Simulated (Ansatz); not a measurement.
**HgTe: strong compression**

An exercise on one series of results from a longer session: the logs are not shown, and one member is left open.

Computed with Ansatz 0.2.0 (DFT, PBE, PAW with Ansatz's default frozen-core files, scalar-relativistic, unless a step's input says otherwise).

### Starting point

It takes space group Fm-3m (No. 225, cubic). Conventional cell: a = 5.957 Å, b = 5.957 Å, c = 5.957 Å, α = 90.00°, β = 90.00°, γ = 90.00°. Hg (site symmetry m-3m) has 6 Te at 2.98 Å as nearest neighbours. Te (site symmetry m-3m) has 6 Hg at 2.98 Å as nearest neighbours.

As a file:

```cif
data_structure
_symmetry_space_group_name_H-M 'Fm-3m'
_symmetry_Int_Tables_number 225
_cell_length_a 5.9567
_cell_length_b 5.9567
_cell_length_c 5.9567
_cell_angle_alpha 90.000
_cell_angle_beta 90.000
_cell_angle_gamma 90.000
_cell_volume 211.36
loop_
_atom_site_label
_atom_site_type_symbol
_atom_site_symmetry_multiplicity
_atom_site_Wyckoff_symbol
_atom_site_fract_x
_atom_site_fract_y
_atom_site_fract_z
_atom_site_occupancy
Hg1 Hg 4 a 0.00000 0.00000 0.00000 1
Te1 Te 4 b 0.50000 0.00000 0.00000 1
```

The file gives the conventional cell by its symmetry; the runs use the cell typed in the input.

Whether this phase is the stable one at these pressures isn't tested.

Atoms are numbered in the order of the input: Hg1, Te2.

Set-up of the first run:

Contents of input.yaml:

```yaml
crystal:
  lattice:
    - [0.0, 2.978352805, 2.978352805]
    - [2.978352805, 0.0, 2.978352805]
    - [2.978352805, 2.978352805, 0.0]
  atoms:
    - { symbol: Hg, position: [0.0, 0.0, 0.0] }
    - { symbol: Te, position: [0.5, 0.5, 0.5] }
kpoints:
  mp_grid: { grid: [12, 12, 12] }
scf:
  occupations: { method: fermi_dirac, width: 0.1 }
hamiltonian:
  xc: pbe
  pseudopotentials: { kind: paw }
output:
  forces: true
  stress: true
relax:
  f_tol: 0.005
  max_steps: 40
  cell: {}
```

Command:

```bash
$ ansatz run input.yaml --threads 1 --pin off --max-ram 2048MiB --backend cpu --events-out ev --progress --plain --runs-dir out
```

Steps of the session up to this table: Cell relaxed at zero pressure, PAW; Volume scaled by 1, PAW; Volume scaled by 0.94, PAW; Volume scaled by 0.88, PAW; Volume scaled by 0.8, PAW; Volume scaled by 0.72, PAW; Volume scaled by 0.64, PAW; Volume scaled by 0.55, PAW; Volume scaled by 0.55, PAW (cutoff 600 eV).

One table of the session follows, with a row left open; its other results are not shown here.

```
             method  volume over the first  volume (Å³/atom)  pressure (GPa)
                PAW                      1            28.998            0.03
                PAW                   0.94            27.258            3.40
                PAW                   0.88            25.518            8.34
                PAW                    0.8            23.198           18.73
                PAW                   0.72                 ?               ?
                PAW                   0.64            18.558           67.40
                PAW                   0.55            15.949          133.65
PAW (cutoff 600 eV)                   0.55            15.949          133.64
```

Estimate the missing values for PAW, 0.72.

The run gave: volume (Å³/atom): 20.878; pressure (GPa): 36.41. In the column «volume (Å³/atom)» it lies between PAW, 0.64 (18.558) and PAW, 0.8 (23.198).
